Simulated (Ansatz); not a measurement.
WSi2: strain energy, fitted

WSi2, I4/mmm, a = 3.202 Å, c = 7.816 Å. Ansatz: PBEsol, PAW, 420 eV, Γ-centred 12×12×6 mesh on 6 atoms, Gaussian smearing 0.10 eV; no spin polarisation. Series: uniaxial strain along c, with a, b and atoms relaxed; x is the strain in per cent. y is the free energy over the unstrained cell, V0 = 13.360 Å³/atom.

```
x (%) y (meV/atom)
 -4.5         50.86
 -3.0         21.62
 -1.5             ?
  0.0          0.00
  1.5          4.55
  3.0         17.53
  4.5         37.73
```

Question: Fit y = c2 x² + c3 x³ to the other rows, turn c2 into a modulus, and predict the missing energy.

Answer: Least squares on the rows shown. y = 2.1851 x² − 0.072365 x³. In eV per unit strain² c2 is 21.85; this is Young's modulus along the axis (E = ½ Y V0 ε²): 2 × 21.85 × 160.2 / (13.360) = 524 GPa. The unstrained cell keeps some stress along the strain, worth a slope of -0.06 meV/atom per %, which the form leaves out. At x = -1.5 the fit asked for gives 5.16 meV/atom. The run gave 5.20 meV/atom, so the fit is 0.04 meV/atom too low, within the rms miss on the fitted rows (0.10 meV/atom).

Spin–orbit coupling is left out, which can shift energies with elements as heavy as these.